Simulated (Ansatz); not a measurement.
The system is Au.

```
CELL_PARAMETERS angstrom
-1.65727 1.65727 1.65727
1.65727 -1.65727 1.65727
1.65727 1.65727 -1.65727
ATOMIC_POSITIONS crystal
Au 0.00000 0.00000 0.00000
```

This isn't the form of Au at room conditions, which is fcc.

Program: Ansatz 0.2.0. Alike in all runs: task single point; cell as given; cutoff (eV) 251; basis error allowed 0.001 eV/atom.

Task: Order these runs on this cell by their pressure, lowest first.
A. level LDA; potentials or basis all-electron LAPW, scalar-relativistic; spin off; k mesh 11 × 11 × 11; smearing gaussian 0.1 eV
B. level RPBE; potentials or basis all-electron LAPW, relativistic spinors; spin SOC, no magnetisation; k mesh 8 × 8 × 8; smearing methfessel-paxton 0.1 eV
C. level PBE; potentials or basis all-electron LAPW, scalar-relativistic; spin off; k mesh 11 × 11 × 11; smearing gaussian 0.02 eV

Result: A (-13.0 GPa), C (-0.9 GPa), B (0.9 GPa).

Caveats: the k mesh is thin for a metal, which can move the energy by tens of meV per atom (some runs).
